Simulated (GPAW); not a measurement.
Crystal: AlCo3.

```
Co Al
1.0
     3.57495    0.00000    0.00000
     0.00000    3.57495    0.00000
     0.00000    0.00000    3.57495
Co Al
3 1
Direct
  0.00000 0.50000 0.50000
  0.50000 0.00000 0.50000
  0.50000 0.50000 0.00000
  0.00000 0.00000 0.00000
```

The cell comes from a database or a generator and needn't be the stable form of this composition.

Base run:

* Program: GPAW 26.7.0
* Functional: PBEsol
* Potentials or basis: PAW data sets generated in the run's folder for this functional
* Cutoff: 600 eV
* Basis: pw
* k mesh: 8 × 8 × 8
* Occupations: fermi-dirac, width 0.05 eV
* Spin: collinear spin, ferromagnetic start
* Starting moments: [2.0, 2.0, 2.0, 0.0] μB
* Hubbard terms: Co d U = 4 eV

Its results: pressure 6.8 GPa; net moment 4.88 μB per cell; site moments Co +1.75; Al -0.08 μB.

Question: After a change of settings the same cell gave: pressure 32.3 GPa; net moment 5.92 μB per cell; site moments Co +1.94; Al -0.05 μB. Which change was it?
A. hubbard terms from Co d U = 4 eV to Co d U = 2 eV
B. hubbard terms from Co d U = 4 eV to Co d U = 8 eV
C. hubbard terms from Co d U = 4 eV to none

Answer: B.

Caveats: the U is typed as a test and isn't derived for this compound; a pressure of tens of GPa on the cell as given is suspect, and the run, the potentials or the cell itself is likely at fault (some runs).
